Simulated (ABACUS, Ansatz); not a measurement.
Fitting the PBEsol energy curve of SiC

Space group F-43m (No. 216). a = 4.358 Å, b = 4.358 Å, c = 4.358 Å, α = 90.00°, β = 90.00°, γ = 90.00°
| atom | site | symmetry | x | y | z |
| --- | --- | --- | --- | --- | --- |
| Si | 4a | -43m | 0.0000 | 0.0000 | 0.0000 |
| C | 4c | -43m | 0.2500 | 0.2500 | 0.2500 |

The cell was scaled at fixed shape and fractions and run with Ansatz, Ansatz PAW, cutoff 420 eV; PBEsol, k mesh 10 × 10 × 10 on the cell of 2 atoms, fermi-dirac occupations of 0.05 eV, no spin polarisation, no spin-orbit coupling. The potentials were made for PBE. Energies are those that the program minimises, any entropy of the smearing included.

| V (Å³/atom) | energy over the lowest row (meV/atom) |
| --- | --- |
| 9.7252 | 27.72 |
| 9.9321 | 11.74 |
| 10.1391 | 2.73 |
| 10.3460 | 0.00 |
| 10.5529 | ? |
| 10.7598 | 11.20 |
| 10.9667 | 24.04 |

**Question.** Fit the third-order Birch-Murnaghan form, give V0, B0 and B′, and predict the energy left open.

**Answer.** With y = (V0/V)^(2/3), E = E0 + (9 V0 B0/16) [(y - 1)³ B′ + (y - 1)² (6 - 4y)]. Least squares through the rows shown give V0 = 10.3372 Å³/atom, E0 = 0.01 meV, B0 = 221.6 GPa (1 eV/Å³ = 160.218 GPa) and B′ = 3.96, with a largest miss of 0.02 meV. At V = 10.5529 the form with these constants gives 3.02 meV; the run gave 3.00 meV an atom. Other set-ups at this level, from all their volumes (Å³/atom, GPa): ABACUS, PseudoDojo NC SR 0.4.1 PBEsol standard, plane waves: V0 10.343, B0 220.5; Ansatz, JTH PAW (made for PBE): V0 10.312, B0 221.4; Ansatz, PseudoDojo stringent (made for PBE): V0 10.343, B0 220.5; Ansatz, Ansatz PAW (files of its older set among them) (made for PBE): V0 10.334, B0 221.4. Measured volume: 10.36 Å³/atom at 298 K (pmc:9505936, doi:10.3390/ma15186229), so the fit lies -0.2 % from it. Measured modulus: 228 GPa at 300 K (arxiv:1808.08201), so the fit lies -2.8 % from it. The runs are for a static lattice.
